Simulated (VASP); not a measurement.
# BAs (F-43m) in VASP: notebook

The runs below take BAs through single point, with r2SCANh.

All numbers are computed with VASP 6.6.1; they aren't measurements. Logs are shortened: lines on timing, memory, paths and dates and some standing lists are left out, and cuts for length are marked.

**1. The structure**

Symmetry: F-43m, No. 216, cubic system. The conventional cell has a = 4.712 Å, b = 4.712 Å, c = 4.712 Å, α = 90.00°, β = 90.00°, γ = 90.00°. Around As (site symmetry -43m) lie 4 B at 2.04 Å. B (site symmetry -43m) has 4 As at 2.04 Å as nearest neighbours.

**2. Single point, r2SCANh**

POSCAR

```
BAs
1.0
    0.0000000000      2.3562190158      2.3562190158
    2.3562190158      0.0000000000      2.3562190158
    2.3562190158      2.3562190158      0.0000000000
As B
1 1
Direct
    0.7500000000      0.7500000000      0.7500000000
    0.0000000000      0.0000000000      0.0000000000
```

INCAR.step1

```
PREC = Accurate
ENCUT = 520
EDIFF = 1E-5
ISMEAR = -1
SIGMA = 0.05
LREAL = False
LASPH = True
NELM = 100
ALGO = Normal
ISIF = 2
LWAVE = True
LCHARG = False
GGA = PE
NBANDS = 11
```

INCAR.step2

```
PREC = Accurate
ENCUT = 520
EDIFF = 1E-6
ISMEAR = -1
SIGMA = 0.05
LREAL = False
LASPH = True
NELM = 100
ALGO = Normal
ISIF = 2
LWAVE = False
LCHARG = False
METAGGA = R2SCAN
LHFCALC = True
AEXX = 0.1
LMIXTAU = True
PRECFOCK = Normal
HFRCUT = -1
ISTART = 1
NBANDS = 11
```

KPOINTS

```
Automatic mesh
0
Gamma
  5 5 5
```

Potentials or basis: VASP PAW PBE potentials, release 64 (As, B).

The run is started by

```console
cat potpaw_PBE.64/As/POTCAR potpaw_PBE.64/B/POTCAR > POTCAR
cp INCAR.step1 INCAR
mpirun -np 1 vasp_std > vasp.out
cp INCAR.step2 INCAR
mpirun -np 1 vasp_std > vasp.out
```

OUTCAR:

```text
PREC = Accurate
   ENCUT = 520
   EDIFF = 1E-6
   ISMEAR = -1
   LREAL = False
   LASPH = True
   NELM = 100
   ISIF = 2
   METAGGA = R2SCAN
   LHFCALC = True
   AEXX = 0.1
   PRECFOCK = Normal
   ISTART = 1

 ion  position               nearest neighbor table
   1  0.750  0.750  0.750-   2 2.04   2 2.04   2 2.04   2 2.04
   2  0.000  0.000  0.000-   1 2.04   1 2.04   1 2.04   1 2.04

  LATTYP: Found a face centered cubic cell.
 ALAT       =     4.7124380316

  Lattice vectors:

 A1 = (   0.0000000000,   2.3562190158,   2.3562190158)
 A2 = (   2.3562190158,   0.0000000000,   2.3562190158)
 A3 = (   2.3562190158,   2.3562190158,   0.0000000000)

Analysis of symmetry for initial positions (statically):
=====================================================================
 Subroutine PRICEL returns:
 Original cell was already a primitive cell.

 Routine SETGRP: Setting up the symmetry group for a
 face centered cubic supercell.

 Subroutine GETGRP returns: Found 24 space group operations
 (whereof 24 operations were pure point group operations)
 out of a pool of 48 trial point group operations.

The static configuration has the point symmetry T_d .

Analysis of symmetry for dynamics (positions and initial velocities):
=====================================================================
 Subroutine PRICEL returns:
 Original cell was already a primitive cell.

 Routine SETGRP: Setting up the symmetry group for a
 face centered cubic supercell.

 Subroutine GETGRP returns: Found 24 space group operations
 (whereof 24 operations were pure point group operations)
 out of a pool of 48 trial point group operations.

The dynamic configuration has the point symmetry T_d .

 Subroutine INISYM returns: Found 24 space group operations
 (whereof 24 operations are pure point group operations),
 and found     1 'primitive' translations

----------------------------------------------------------------------------------------

                                     Primitive cell

  volume of cell :      26.1624

  direct lattice vectors                    reciprocal lattice vectors
     0.000000000  2.356219016  2.356219016    -0.212204382  0.212204382  0.212204382
     2.356219016  0.000000000  2.356219016     0.212204382 -0.212204382  0.212204382
     2.356219016  2.356219016  0.000000000     0.212204382  0.212204382 -0.212204382

  length of vectors
     3.332196888  3.332196888  3.332196888     0.367548771  0.367548771  0.367548771

  position of ions in fractional coordinates (direct lattice)
     0.750000000  0.750000000  0.750000000
     0.000000000  0.000000000  0.000000000

  ion indices of the primitive-cell ions
   primitive index   ion index
                 1           1
                 2           2

----------------------------------------------------------------------------------------

 KPOINTS: Automatic mesh

Automatic generation of k-mesh.
 Grid dimensions read from file:
 generate k-points for:    5    5    5

 Generating k-lattice:

  Cartesian coordinates                     Fractional coordinates (reciprocal lattice)
    -0.042440876  0.042440876  0.042440876     0.200000000  0.000000000  0.000000000
     0.042440876 -0.042440876  0.042440876     0.000000000  0.200000000  0.000000000
     0.042440876  0.042440876 -0.042440876     0.000000000  0.000000000  0.200000000

  Length of vectors
     0.073509754  0.073509754  0.073509754

  Shift w.r.t. Gamma in fractional coordinates (k-lattice)
     0.000000000  0.000000000  0.000000000

 Subroutine IBZKPT returns following result:
 ===========================================

 Found     10 irreducible k-points:

 Following reciprocal coordinates:
            Coordinates               Weight
  0.000000  0.000000  0.000000      1.000000
  0.200000  0.000000  0.000000      8.000000
  0.400000  0.000000  0.000000      8.000000
  0.200000  0.200000  0.000000      6.000000
  0.400000  0.200000  0.000000     24.000000
 -0.400000  0.200000  0.000000     24.000000
 -0.200000  0.200000  0.000000     12.000000
  0.400000  0.400000  0.000000      6.000000
 -0.400000  0.400000  0.000000     12.000000
 -0.400000  0.400000  0.200000     24.000000
   k-points           NKPTS =     10   k-points in BZ     NKDIM =    125   number of bands    NBANDS=     11
   number of dos      NEDOS =    301   number of ions     NIONS =      2
   total plane-waves  NPLWV =  21952
   dimension x,y,z NGX =    28 NGY =   28 NGZ =   28
   dimension x,y,z NGXF=    56 NGYF=   56 NGZF=   56
   ions per type =               1   1
   NGX,Y,Z   is equivalent  to a cutoff of  13.97, 13.97, 13.97 a.u.
   NGXF,Y,Z  is equivalent  to a cutoff of  27.94, 27.94, 27.94 a.u.
 SYSTEM =  unknown system
   PREC   = accura    normal or accurate (medium, high low for compatibility)
   ISTART =      1    job   : 0-new  1-cont  2-samecut
   ICHARG =      0    charge: 1-file 2-atom 10-const
   ISPIN  =      1    spin polarized calculation?
   LNONCOLLINEAR =      F non collinear calculations
   LSORBIT =      F    spin-orbit coupling
   LASPH  =      T    aspherical Exc in radial PAW
   ENCUT  =  520.0 eV  38.22 Ry    6.18 a.u.   6.20  6.20  6.20*2*pi/ulx,y,z
   NELM   =    100;   NELMIN=  2; NELMDL=  0     # of ELM steps
   EDIFF  = 0.1E-05   stopping-criterion for ELM
   LREAL  =      F    real-space projection
   EDIFFG = 0.1E-04   stopping-criterion for IOM
   NSW    =      0    number of steps for IOM
   IBRION =     -1    ionic relax: 0-MD 1-quasi-New 2-CG
   NFREE  =      0    steps in history (QN), initial steepest desc. (CG)
   ISIF   =      2    stress and relaxation
   ISYM   =      3    0-nonsym 1-usesym 2-fastsym
   POTIM  = 0.5000    time-step for ionic-motion
   TEBEG  =    0.0;   TEEND  =   0.0 temperature during run
   PSTRESS=    0.0 pullay stress
   NELECT =       8.0000    total number of electrons
   NUPDOWN=      -1.0000    fix difference up-down
   EMIN   =  10.00;   EMAX   =-10.00  energy-range for DOS
   EFERMI =   0.00;   METHOD = LEGACY
   ISMEAR =    -1;   SIGMA  =   0.05  broadening in eV -4-tet -1-fermi 0-gaus
   EFERMI_NEDOS =   21; number of points for ismear=-14 and -15
   IALGO  =     38    algorithm
   IMIX   =      1    mixing-type and parameters
     AMIX     =   0.40;   BMIX     =  1.00
     AMIX_MAG =   1.60;   BMIX_MAG =  1.00
  volume/ion in A,a.u.               =      13.08        88.28
  Fermi-wavevector in a.u.,A,eV,Ry     =   1.102925  2.084225 16.550708  1.216443
  Thomas-Fermi vector in A             =   2.239375
   LORBIT       =      0    0 simple, 1 ext, 2 COOP (PROOUT), +10 PAW based schemes
   METAGGA = R2SCAN    functional components
   LHFCALC =     T    Hartree Fock is set to
   PRECFOCK=normal    Normal, Fast or Accurate (Low or Medium for compatibility)
   ENCUT4O =  -1.0   cutoff for four orbital integrals eV
   NKREDX  =     1    reduce k-point grid by
   NKREDY  =     1    reduce k-point grid by
   NKREDZ  =     1    reduce k-point grid by
   AEXX    =    0.1000 exact exchange contribution
   HFSCREEN=    0.0000 screening length (either q_TF or 0.3 A-1)
   HFSCREENC=   0.0000 screening length for correlation (either q_TF or 0.3 A-1)
   ENCUTFOCK=  -1.0 apply spherical cutoff to Coloumb kernel
   IVDW    =     0    specifies the selected vdW correction
   LEPSILON=     F    determine dielectric tensor
   LRPA    =     F    only Hartree local field effects (RPA)
 non-spin polarized calculation
  energy-cutoff  :      520.00
  volume of cell :       26.16
 maximum number of plane-waves:       725
 NGX is ok and might be reduce to    28
  NGX = 20; NGY = 20; NGZ = 20

 number of electron       8.0000000 magnetization

 Free energy of the ion-electron system (eV)
  ---------------------------------------------------
  ext. energy  EPLUGINS =         0.00000000
  ---------------------------------------------------
  free energy    TOTEN  =       -22.23234974 eV

  energy without entropy =      -22.23234973  energy(sigma->0) =      -22.23234973

 E-fermi :   7.1168     XC(G=0): -10.3161

 val. band max:        6.2235085063   @ k =   0.0000   0.0000   0.0000
 cond. band min:       8.0484193524   @ k =   0.4000   0.4000   0.0000
 fundamental gap:      1.8249108461
 Fermi energy:         7.1168372045

 k-point     1 :       0.0000    0.0000    0.0000
  band No.  band energies     occupation
      1     -10.8885      2.00000
      2       6.2235      2.00000
      3       6.2235      2.00000
      4       6.2235      2.00000
      5      10.2751      0.00000
      6      10.2751      0.00000
      7      10.2751      0.00000
      8      12.6075      0.00000
      9      17.4113      0.00000
     10      20.4798      0.00000
     11      20.4799      0.00000

 k-point     2 :       0.2000    0.0000    0.0000
  band No.  band energies     occupation
      1     -10.1648      2.00000
      2       2.0443      2.00000
      3       5.2262      2.00000
      4       5.2262      2.00000
      5      10.5116      0.00000
      6      11.5412      0.00000
      7      11.5412      0.00000
      8      15.0428      0.00000
      9      18.6328      0.00000
     10      18.6328      0.00000
     11      19.1224      0.00000

 k-point     3 :       0.4000    0.0000    0.0000
  band No.  band energies     occupation
      1      -8.2383      2.00000
      2      -2.6816      2.00000
      3       4.2680      2.00000
      4       4.2680      2.00000
      5      10.0890      0.00000
      6      11.9683      0.00000
      7      11.9683      0.00000
      8      16.5655      0.00000
      9      20.1561      0.00000
     10      20.9474      0.00000
     11      20.9474      0.00000

 k-point     4 :       0.2000    0.2000    0.0000
  band No.  band energies     occupation
      1      -9.9178      2.00000
      2       2.9781      2.00000
      3       3.7955      2.00000
      4       3.7955      2.00000
      5       8.9313      0.00000
      6      12.7682      0.00000
      7      13.7665      0.00000
      8      13.7665      0.00000
      9      17.5550      0.00000
     10      20.6845      0.00000
     11      21.5266      0.00000

 k-point     5 :       0.4000    0.2000    0.0000
  band No.  band energies     occupation
      1      -8.3228      2.00000
      2      -1.0777      2.00000
      3       2.3282      2.00000
      4       2.9457      2.00000
      5       9.6264      0.00000
      6      12.8247      0.00000
      7      14.2911      0.00000
      8      14.7791      0.00000
      9      19.9468      0.00000
     10      22.4447      0.00000
     11      22.8672      0.00000

 k-point     6 :      -0.4000    0.2000    0.0000
  band No.  band energies     occupation
      1      -7.1266      2.00000
      2      -3.0619      2.00000
      3       1.1186      2.00000
      4       3.3649      2.00000
      5      10.1808      0.00000
      6      13.6629      0.00000
      7      13.8819      0.00000
      8      16.9394      0.00000
      9      18.9109      0.00000
     10      20.2682      0.00000
     11      23.1042      0.00000

 k-point     7 :      -0.2000    0.2000    0.0000
  band No.  band energies     occupation
      1      -8.9965      2.00000
      2       0.1397      2.00000
      3       1.6281      2.00000
      4       4.7541      2.00000
      5      11.2314      0.00000
      6      12.3652      0.00000
      7      13.4134      0.00000
      8      14.6688      0.00000
      9      17.2476      0.00000
     10      20.6221      0.00000
     11      22.5131      0.00000

 k-point     8 :       0.4000    0.4000    0.0000
  band No.  band energies     occupation
      1      -7.1901      2.00000
      2      -1.9654      2.00000
      3       1.8347      2.00000
      4       1.8347      2.00000
      5       8.0484      0.00000
      6       9.2283      0.00000
      7      18.4321      0.00000
      8      18.4321      0.00000
      9      20.6548      0.00000
     10      24.6372      0.00000
     11      25.4373      0.00000

 k-point     9 :      -0.4000    0.4000    0.0000
  band No.  band energies     occupation
      1      -6.0128      2.00000
      2      -3.1351      2.00000
      3      -0.1303      2.00000
      4       2.0143      2.00000
      5       8.7642      0.00000
      6      11.6035      0.00000
      7      17.7664      0.00000
      8      18.2405      0.00000
      9      19.3327      0.00000
     10      22.0197      0.00000
     11      25.3180      0.00000

 k-point    10 :      -0.4000    0.4000    0.2000
  band No.  band energies     occupation
      1      -6.6357      2.00000
      2      -2.3509      2.00000
      3       0.0530      2.00000
      4       1.5141      2.00000
      5      11.6391      0.00000
      6      12.6312      0.00000
      7      13.5565      0.00000
      8      17.5861      0.00000
      9      19.0090      0.00000
     10      22.2278      0.00000
     11      25.1592      0.00000

------------------------ aborting loop because EDIFF is reached ----------------------------------------

  FORCE on cell =-STRESS in cart. coord.  units (eV):
  Direction    XX          YY          ZZ          XY          YZ          ZX
  --------------------------------------------------------------------------------------
  -------------------------------------------------------------------------------------
  Total        1.0374288      1.0374288      1.0374288      0.0000000      0.0000000     -0.0000000
  in kB       63.5319117     63.5319117     63.5319117      0.0000000      0.0000000     -0.0000000
  external PRESSURE =      63.5319117 kB  Pullay stress =       0.0000000 kB

 VOLUME and BASIS-vectors are now :
 -----------------------------------------------------------------------------
  energy-cutoff  :      520.00
  volume of cell :       26.16
      direct lattice vectors                 reciprocal lattice vectors
     0.000000000  2.356219016  2.356219016    -0.212204382  0.212204382  0.212204382
     2.356219016  0.000000000  2.356219016     0.212204382 -0.212204382  0.212204382
     2.356219016  2.356219016  0.000000000     0.212204382  0.212204382 -0.212204382

 POSITION                                       TOTAL-FORCE (eV/Angst)
 -----------------------------------------------------------------------------------
      3.53433      3.53433      3.53433         0.000000      0.000000      0.000000
      0.00000      0.00000      0.00000        -0.000000     -0.000000     -0.000000
 -----------------------------------------------------------------------------------
    total drift:                                0.000001      0.000000      0.000000

  FREE ENERGIE OF THE ION-ELECTRON SYSTEM (eV)
  ---------------------------------------------------
  free  energy   TOTEN  =       -22.2323497357 eV

  energy  without entropy=      -22.2323497342  energy(sigma->0) =      -22.23234973
```

It took 6 min on 1 thread of Intel Xeon Platinum 8375C at 2.90GHz (Ice Lake), shared host; peak memory 0.17 GiB.

What came out:

| Property | Result |
| --- | --- |
| Free energy | -22.2323 eV |
| Pressure | 6.4 GPa |
| Band gap on the k mesh | 1.82 eV, indirect (least direct gap 4.05 eV) |

Caveat: the k mesh is coarse (spacing up to 0.46 Å⁻¹), so the values aren't converged, least of all with exact exchange; the PAW data sets were made with another functional, which shifts forces and pressure a little; an odd mesh through Γ misses points on the zone boundary, where band edges often lie.

**3. Single point, r2SCANh**

This run uses another cell than the first one, of 14.44 Å³/atom, 1.104 times its volume.

POSCAR

```
BAs
1.0
    0.0000000000      2.4353452264      2.4353452264
    2.4353452264      0.0000000000      2.4353452264
    2.4353452264      2.4353452264      0.0000000000
As B
1 1
Direct
    0.7500000000      0.7500000000      0.7500000000
    0.0000000000      0.0000000000      0.0000000000
```

INCAR.step1

```
ALGO = Normal ; EDIFF = 1E-5
ENCUT = 520 ; GGA = PE
ISIF = 2 ; ISMEAR = -1
LASPH = True ; LREAL = False
LWAVE = True ; NBANDS = 11
NELM = 100 ; PREC = Accurate
SIGMA = 0.05
```

INCAR.step2

```
AEXX = 0.1 ; ALGO = Normal
EDIFF = 1E-6 ; ENCUT = 520
HFRCUT = -1 ; ISIF = 2
ISMEAR = -1 ; ISTART = 1
LASPH = True ; LCHARG = True
LELF = True ; LHFCALC = True
LMIXTAU = True ; LREAL = False
LVHAR = True ; LWAVE = False
METAGGA = R2SCAN ; NBANDS = 11
NELM = 100 ; PREC = Accurate
PRECFOCK = Normal ; SIGMA = 0.05
```

KPOINTS

```
k-points
0
Gamma
  5 5 5
```

Potentials or basis: VASP PAW PBE potentials, release 64 (As, B).

The run is started by

```console
cat potpaw_PBE.64/As/POTCAR potpaw_PBE.64/B/POTCAR > POTCAR
cp INCAR.step1 INCAR
mpirun -np 1 vasp_std > vasp.out
cp INCAR.step2 INCAR
mpirun -np 1 vasp_std > vasp.out
```

Wall time 5.5 min (1 thread of Intel Xeon Platinum 8375C at 2.90GHz (Ice Lake), shared host); peak memory 0.17 GiB.

It converged, with:

```yaml
Free_energy: -22.2120 eV
Pressure: -7.7 GPa
Band_gap_on_the_k_mesh: 1.92 eV, indirect (least direct gap 3.94 eV)
```

Levels at points of the mesh, in eV from the valence-band top:
```
           k point  band 2  band 3  band 4  band 5  band 6  band 7
(0.00, 0.00, 0.00)    0.00    0.00    0.00    3.94    3.94    3.94
```

Caveat: the k mesh is coarse (spacing up to 0.45 Å⁻¹), so the values aren't converged, least of all with exact exchange; the PAW data sets were made with another functional, which shifts forces and pressure a little; an odd mesh through Γ misses points on the zone boundary, where band edges often lie.
